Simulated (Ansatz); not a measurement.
# Cu (Fm-3m) in Ansatz: convergence with xc grid

Aim: find how far xc grid must go before the results for Cu settle, at HSE06. This setting moves, with any that are tied to it; all else stays.

All numbers are computed with Ansatz 0.2.0; they aren't measurements. Logs are shortened: lines on timing, memory, paths and dates and some standing lists are left out, and cuts for length are marked.

## 1. The structure

The structure is cubic, space group Fm-3m (No. 225). Conventional cell: a = 3.615 Å, b = 3.615 Å, c = 3.615 Å, α = 90.00°, β = 90.00°, γ = 90.00°. Around Cu (site symmetry m-3m) lie 12 Cu at 2.56 Å.

## 2. With xc grid 1

input.yaml reads:

```yaml
crystal:
  lattice:
    - [0.0, 1.8075, 1.8075]
    - [1.8075, 0.0, 1.8075]
    - [1.8075, 1.8075, 0.0]
  atoms:
    - { symbol: Cu, position: [0.0, 0.0, 0.0] }
hamiltonian:
  xc: hse06
  pseudopotentials: { kind: paw }
kpoints:
  mp_grid: { grid: [7, 7, 7] }
scf:
  occupations: { method: fermi_dirac, width: 0.05 }
output:
  forces: true
  stress: true
  eigenvalues: true
basis:
  xc_grid: 1
```

Potentials or basis: Ansatz PAW.

The run is started by

```bash
ansatz run input.yaml --threads 2 --pin off --max-ram 5632MiB --backend cpu --events-out ev --progress --plain --runs-dir out
```

Wall time 8 s (2 threads of Arm Neoverse V1, shared host); peak memory 0.58 GiB.

What came out:

```yaml
Free_energy: -6624.2232 eV
Pressure: 1.6 GPa
Band_gap_on_the_k_mesh: none (metal or under the smearing width)
```

## 3. With xc grid 2

Changes to input.yaml since step 2:

```diff
@@ -19,2 +19,2 @@
 basis:
-  xc_grid: 1
+  xc_grid: 2
```

Potentials or basis: Ansatz PAW.

The run is started by

```bash
ansatz run input.yaml --threads 2 --pin off --max-ram 5632MiB --backend cpu --events-out ev --progress --plain --runs-dir out
```

Wall time 8 s (2 threads of Arm Neoverse V1, shared host); peak memory 0.58 GiB.

What came out:

- Free energy: -6624.2232 eV
- Pressure: 1.6 GPa
- Band gap on the k mesh: none (metal or under the smearing width)

## 4. With xc grid 3

Changes to input.yaml since step 3:

```diff
@@ -19,2 +19,2 @@
 basis:
-  xc_grid: 2
+  xc_grid: 3
```

The run is started by

```bash
ansatz run input.yaml --threads 2 --pin off --max-ram 5632MiB --backend cpu --events-out ev --progress --plain --runs-dir out
```

Run time: 8.1 s. Hardware: 2 threads of Arm Neoverse V1, shared host; peak memory 0.59 GiB.

The run converged. Its results:

```yaml
Free_energy: -6624.2232 eV
Pressure: 1.6 GPa
Band_gap_on_the_k_mesh: none (metal or under the smearing width)
```

## 5. With xc grid 4

Changes to input.yaml since step 4:

```diff
@@ -19,2 +19,2 @@
 basis:
-  xc_grid: 3
+  xc_grid: 4
```

The run is started by

```bash
ansatz run input.yaml --threads 2 --pin off --max-ram 5632MiB --backend cpu --events-out ev --progress --plain --runs-dir out
```

It took 8.1 s on 2 threads of Arm Neoverse V1, shared host; peak memory 0.6 GiB.

The run converged. Its results:

- Free energy: -6624.2232 eV
- Pressure: 1.6 GPa
- Band gap on the k mesh: none (metal or under the smearing width)

## 6. With xc grid 5

Changes to input.yaml since step 5:

```diff
@@ -19,2 +19,2 @@
 basis:
-  xc_grid: 4
+  xc_grid: 5
```

Potentials or basis: Ansatz PAW.

The run is started by

```bash
ansatz run input.yaml --threads 2 --pin off --max-ram 5632MiB --backend cpu --events-out ev --progress --plain --runs-dir out
```

Log:

```text
Warning: output.stress: scf.convergence.dr2_threshold = 1e-7 eV (the SCF's general default) is looser than the 1e-10 eV advised for a printed stress (1e-10 eV for each atom of the cell: 1). What an SCF threshold leaves in a stress goes as its square root, and in the free energy as the threshold itself, and one threshold admits the most on a small cell: of the crystals measured, under no hybrid functional and no lock of the moments, on runs that ended without the residual-converged pass, on stresses that held no estimate of that error, the worst erred by over 100 MPa in a component at 1e-7 eV an atom and by under 5 at 1e-10. Set scf.convergence.dr2_threshold to 1e-10 eV or tighter. The threshold is an SCF's pass mark: one that does not reach it within its budget of iterations ends unconverged, or closes short of it on a stop that the run arms, and scf.convergence.dr2_threshold's page says what that costs each kind of run
Warning: output.stress: scf.exx.energy_threshold = 1e-6 eV is looser than the 1e-8 eV advised for a stress under a hybrid functional (1e-8 eV for each atom of the cell: 1). Every SCF of the exchange loop can meet its threshold on dr2 while the loop round them stops early: no threshold on dr2 bounds what that leaves in the stress. Set scf.exx.energy_threshold to 1e-8 eV or tighter. The threshold is the loop's pass mark: a loop that does not reach it within its budget of cycles ends unconverged, and scf.exx.energy_threshold's page has the law
Warning: RAYON_NUM_THREADS=2 ignored (pool sized by the plan → 2); use --threads N
Engine: ansatz 0.2.0, aarch64-unknown-linux-gnu
Pseudopotentials: kind: paw
Pseudopotential: Cu, paw, valence charge 19, recommended cutoff 420 eV (normal), Cu.paw.azcp
Functional definition: HSE06
  parameter a = 0.25
  parameter omega = 0.11/bohr
  exchange = pbe_x - a*pbe_x_sr(omega) + a*exact_x_sr(omega)
  correlation = pbe_c
Crystal: 1 atoms, lattice volume = 11.810 Å³
Basis set: ecut = 420 eV, 259 PW (Γ), exchange–correlation on 90×90×90 points (125 copies of the dense FFT grid, shifted against one another)
Bands: 14, of which v1, the nominal top of the filled ones, is band 10 counted from 1 (9 counted from 0)
Symmetry: 48 space group operations
Space group: Fm-3m (ITA 225), of the structure as read, at distance tolerance 2.3e-5 Å
k-points: 20 of 343
Non-local potential: Cu, projectors of the file, l = 0: 3, l = 1: 2, l = 2: 3, l = 3: 1
PAW form: soft (Blöchl's): semilocal exchange-correlation on the pseudo side does not see the compensation charge
PAW frozen core: Cu, regenerated for the run's functional, and the local potential with it (the file was generated under x = pbe(κ = 0.804, μ = 0.2195149727645171), c = pbe(β = 0.06672455060314922))
PAW one-centre angular grid: Cu, 590 points (default); XC on 64 Gauss nodes
Initial density: superposition of atomic densities (neutral atoms: chi_scale 0, normalization atom), corrected by the library's trained network
Initial wavefunctions: pseudopotential atomic-orbital guess
Functional: x = pbe(κ = 0.804, μ = 0.2195149727645171), c = pbe(β = 0.06672455060314922), warm-up for x = pbe(κ = 0.804, μ = 0.2195149727645171) + 0.25 (exact − pbe) at short range (hse, ω = 0.20786987370883472 Å⁻¹), c = pbe(β = 0.06672455060314922); HSE06 as pw.x's `hse` composes it (authors' and Libxc's form: `xc: wpbeh`)
SCF iter   1: F=—  HF=-6625.214902 eV  |F-HF|=—  |Δ(HF+E_count)|=         —  Δρ=1.79e-3  dr2=2.75e-4  ethr=1.77e-3  ⟨swp⟩=7.0  Hψ=1255  notcnv=0
preconditioner: auto → none  [insulator: Δε(μ)=0.722 eV  Ē_g=17.027 eV  σ=0.050 eV  W_gap=0.58  n_scr=0 (ndim 8)  ℏωp=35.8 eV  f_vac=0.000  D(μ)=0.17/eV (n_scr^D=0)]
SCF iter   2: F=—  HF=-6625.214922 eV  |F-HF|=—  |Δ(HF+E_count)|=   1.94e-5  Δρ=6.25e-4  dr2=3.23e-5  ethr=1.44e-6  ⟨swp⟩=3.4  Hψ=588  notcnv=0  defer=3
SCF iter   3: F=—  HF=-6625.214933 eV  |F-HF|=—  |Δ(HF+E_count)|=   1.13e-5  Δρ=3.06e-4  dr2=6.31e-6  ethr=1.70e-7  ⟨swp⟩=2.9  Hψ=517  notcnv=0
iter 4 solved again at ethr=1.73e-10 eV; its pass at ethr=3.32e-8 eV (dr2=3.29e-8 eV) is discarded
SCF iter   4: F=—  HF=-6625.214932 eV  |F-HF|=—  |Δ(HF+E_count)|=   1.23e-6  Δρ=2.83e-5  dr2=3.36e-8  ethr=1.73e-10  ⟨swp⟩=4.0  Hψ=1232  notcnv=0
SCF iter   5: F=—  HF=-6625.214932 eV  |F-HF|=—  |Δ(HF+E_count)|=   5.38e-8  Δρ=5.00e-6  dr2=1.47e-9  ethr=1.73e-10  ⟨swp⟩=3.0  Hψ=588  notcnv=0
SCF iter   6: F=-6625.214932 eV  HF=-6625.214932 eV  |F-HF|=4.37e-11  |Δ(HF+E_count)|=  9.35e-10  Δρ=3.17e-7  dr2=4.71e-12  ethr=7.72e-12  ⟨swp⟩=3.1  Hψ=642  notcnv=0
SCF 1 converged in 6 iterations: F = -6625.214932 eV  dr2 = 4.71e-12
Initial density: handed on by an earlier stage of this run
Initial wavefunctions: those handed on with the density
Functional: x = pbe(κ = 0.804, μ = 0.2195149727645171) + 0.25 (exact − pbe) at short range (hse, ω = 0.20786987370883472 Å⁻¹), c = pbe(β = 0.06672455060314922); HSE06 as pw.x's `hse` composes it (authors' and Libxc's form: `xc: wpbeh`)
Exchange kernel: α = 0.2500, screened, ω = 0.2079 Å⁻¹, Wigner–Seitz truncation, v(0) = 1038.5659 eV·Å³, q-mesh 7×7×7, nearest image of the exchange supercell L = 17.89 Å, pair-density grid 12×12×12, without the augmentation charges, whose exchange is taken in its separable form by FFT convolution over the k-point mesh (sized by the pseudopotential files, 15×15×15 at the most), smooth part of the exact exchange by density-matrix convolution
Frozen-core exchange: fock
iter 1 solved again at ethr=2.00e-3 eV; its pass at ethr=1.00e-1 eV (dr2=3.79e-1 eV) is discarded
SCF iter   1: F=—  HF=-6624.303066 eV  |F-HF|=—  |Δ(HF+E_count)|=         —  Δρ=7.62e-2  dr2=4.34e-1  ethr=2.00e-3  ⟨swp⟩=2.0  Hψ=1121  notcnv=0
preconditioner: auto → none  [insulator: Δε(μ)=1.458 eV  Ē_g=19.983 eV  σ=0.050 eV  W_gap=0.61  n_scr=0 (ndim 8)  ℏωp=35.8 eV  f_vac=0.000  D(μ)=0.18/eV (n_scr^D=0)]
SCF iter   2: F=—  HF=-6624.301808 eV  |F-HF|=—  |Δ(HF+E_count)|=   1.26e-3  Δρ=6.02e-2  dr2=2.61e-1  ethr=2.00e-3  ⟨swp⟩=3.1  Hψ=758  notcnv=0
SCF iter   3: F=—  HF=-6624.213730 eV  |F-HF|=—  |Δ(HF+E_count)|=   8.81e-2  Δρ=1.16e-2  dr2=1.29e-2  ethr=1.16e-3  ⟨swp⟩=3.0  Hψ=665  notcnv=0
SCF iter   4: F=—  HF=-6624.211845 eV  |F-HF|=—  |Δ(HF+E_count)|=   1.89e-3  Δρ=7.08e-4  dr2=2.14e-3  ethr=5.31e-5  ⟨swp⟩=2.0  Hψ=555  notcnv=0
SCF iter   5: F=—  HF=-6624.223243 eV  |F-HF|=—  |Δ(HF+E_count)|=   1.14e-2  Δρ=6.52e-3  dr2=3.09e-3  ethr=2.05e-7  ⟨swp⟩=4.0  Hψ=799  notcnv=0
SCF iter   6: F=—  HF=-6624.222584 eV  |F-HF|=—  |Δ(HF+E_count)|=   6.59e-4  Δρ=5.63e-4  dr2=5.98e-5  ethr=2.05e-7  ⟨swp⟩=4.0  Hψ=805  notcnv=0
SCF iter   7: F=—  HF=-6624.222736 eV  |F-HF|=—  |Δ(HF+E_count)|=   1.52e-4  Δρ=9.50e-4  dr2=6.76e-5  ethr=1.21e-7  ⟨swp⟩=2.3  Hψ=485  notcnv=0
SCF iter   8: F=-6624.222721 eV  HF=-6624.222721 eV  |F-HF|=1.47e-7  |Δ(HF+E_count)|=   1.46e-5  Δρ=4.28e-5  dr2=4.45e-6  ethr=1.21e-7  ⟨swp⟩=3.0  Hψ=574  notcnv=0
SCF 2 stopped early in 8 iterations: F = -6624.222721 eV  dr2 = 4.45e-6
hybrid outer 1: dexx = +1.286e-2 eV, tail = 1.03e-4 eV
Exchange kernel: α = 0.2500, screened, ω = 0.2079 Å⁻¹, Wigner–Seitz truncation, v(0) = 1038.5659 eV·Å³, q-mesh 7×7×7, nearest image of the exchange supercell L = 17.89 Å, pair-density grid 12×12×12, without the augmentation charges, whose exchange is taken in its separable form by FFT convolution over the k-point mesh (sized by the pseudopotential files, 15×15×15 at the most), smooth part of the exact exchange by density-matrix convolution
Frozen-core exchange: fock
SCF iter   1: F=—  HF=-6624.223213 eV  |F-HF|=—  |Δ(HF+E_count)|=         —  Δρ=1.11e-4  dr2=1.50e-6  ethr=2.71e-6  ⟨swp⟩=3.0  Hψ=611  notcnv=0
preconditioner: auto → none  [insulator: Δε(μ)=1.263 eV  Ē_g=19.517 eV  σ=0.050 eV  W_gap=0.59  n_scr=0 (ndim 8)  ℏωp=35.8 eV  f_vac=0.000  D(μ)=0.17/eV (n_scr^D=0)]
SCF iter   2: F=—  HF=-6624.223214 eV  |F-HF|=—  |Δ(HF+E_count)|=   6.88e-7  Δρ=2.99e-5  dr2=5.77e-8  ethr=5.54e-9  ⟨swp⟩=4.0  Hψ=783  notcnv=0
SCF iter   3: F=-6624.223214 eV  HF=-6624.223214 eV  |F-HF|=2.52e-9  |Δ(HF+E_count)|=   3.74e-7  Δρ=5.82e-6  dr2=1.49e-9  ethr=1.36e-10  ⟨swp⟩=4.0  Hψ=778  notcnv=0
SCF 3 converged in 3 iterations: F = -6624.223214 eV  dr2 = 1.49e-9
  Residual-converged pass: ⟨swp⟩=2.8  Hψ=494  notcnv=0  max |occ|·‖R‖ = 2.4e-6 eV (tolerance 2.4e-6 eV)  dr2=1.51e-9  dr2_onsite=6.00e-9  max |Δocc| = 1.7e-13
hybrid outer 2: dexx = +6.693e-7 eV, tail = 7.61e-8 eV, Δε = 9.22e-3 eV (about 4.21e-4 eV left of the loop's levels)
hybrid SCF converged: 2 outer / 11 inner (+6 warm-up), last move |dexx| = 6.69e-7 eV, tail = 7.61e-8 eV
Stability not checked: this state was not tested for a lower state beside it, because the functional holds exact exchange (a hybrid, or Hartree-Fock), whose exchange loop this test does not read (fock_operator; see scf.lower_state_search)
Free energy (F): -6624.223215 eV
Frozen-core exchange: fock
Harris-Foulkes:  -6624.223215 eV  (|F-HF|=2.52e-9)
Internal energy: -6624.221946 eV  (E = F + TS)
E sigma→0 (E₀):  -6624.222580 eV
Entropy (-TS):   -0.001269 eV (-1.269 meV/atom)
Fermi energy:    16.849306 eV
--- Per-component energies (eV) ---
  E_band       = -416.544403
  E_kinetic    = 301.100556
  E_local      = -4076.399527  (includes V_loc(G=0)·N_el)
  E_nonlocal   = 401.238391
  E_hartree    = 1807.125369
  E_xc         = -71.408327
  E_vxc        = -91.282606  (∫ρ·V_xc dr)
  E_exx        = -108.931733  (= α·E_x^exact, valence–valence)
  E_paw        = -1580.268012  (= ΣΔE_a)
  E_vpaw       = -347.588409  (= ΣTr[D̂ρ^β])
  E_aug_tail   = 0.000297  (compensation charges beyond the density's cutoff)
  E_ewald      = -3296.453696
  E_core_change = -0.225266  (= ΣΔE_core)
  E_smearing   = -0.001269  (= −TS)
  E_closure    = 0.000001  (closes the sum)
  Σ components = -6624.223215   (vs F -6624.223215, Δ=0.00e0)
--- Forces (eV/Å), atoms counted from 1 ---
  atom   1  Cu     0.00000000    -0.00000000    -0.00000000
  max |Σ_I F_I| component: 5.00e-30 eV/Å
--- Stress (GPa, compression-positive) ---
        1.576969       0.000000      -0.000000
       -0.000000       1.576969      -0.000000
        0.000000       0.000000       1.576969
  P = ⅓ Tr σ = 1.5770 GPa (15.770 kbar)
--- Band table (eV; the first three rows and the last of 20) ---
  k-point 0: bands = ["-101.9713", "-57.6998", "-57.6998", "-57.6998", "6.1058", "12.0362", "12.0362", "12.0362", "12.8573", "12.8573", "40.2239", "43.1835", "43.1835", "43.1835"]
  k-point 1: bands = ["-101.9680", "-57.7234", "-57.7039", "-57.7039", "6.9310", "11.9055", "12.1626", "12.1626", "12.8357", "12.8357", "35.7283", "40.8406", "41.8378", "41.8378"]
  k-point 2: bands = ["-101.9611", "-57.7774", "-57.7133", "-57.7133", "8.9871", "12.0390", "12.1523", "12.1523", "13.1182", "13.1182", "28.4088", "39.8031", "40.6213", "40.6213"]
  k-point 19: bands = ["-101.9498", "-57.7931", "-57.7854", "-57.7470", "10.9021", "11.2769", "11.8897", "12.8906", "13.6803", "22.2861", "22.8321", "25.8607", "29.3877", "42.2165"]
```

Run time: 8.1 s. Hardware: 2 threads of Arm Neoverse V1, shared host; peak memory 0.61 GiB.

What came out:

| Item | Value |
| --- | --- |
| Free energy | -6624.2232 eV |
| Pressure | 1.6 GPa |
| Band gap on the k mesh | none (metal or under the smearing width) |

## 7. The series at a glance

```tsv
xc grid	energy less the tightest run, at zero smearing (meV/atom)	SCF cycles	CPU time (s)	peak memory (GiB)
1	0.00	17	15	0.58
2	0.00	17	15	0.58
3	0.00	17	15	0.59
4	0.00	17	15	0.6
5	0.00	17	15	0.61
```

Against the tightest run, the energy stays within 1 meV/atom from 1 on. The tightest run that finished is the yardstick and may itself not be fully converged.

Caveats: all runs use coarse meshes; the PAW data sets come from PBE, with cores solved anew for the run's functional, which leaves a small shift of forces and pressure; the thresholds are loose for stress.
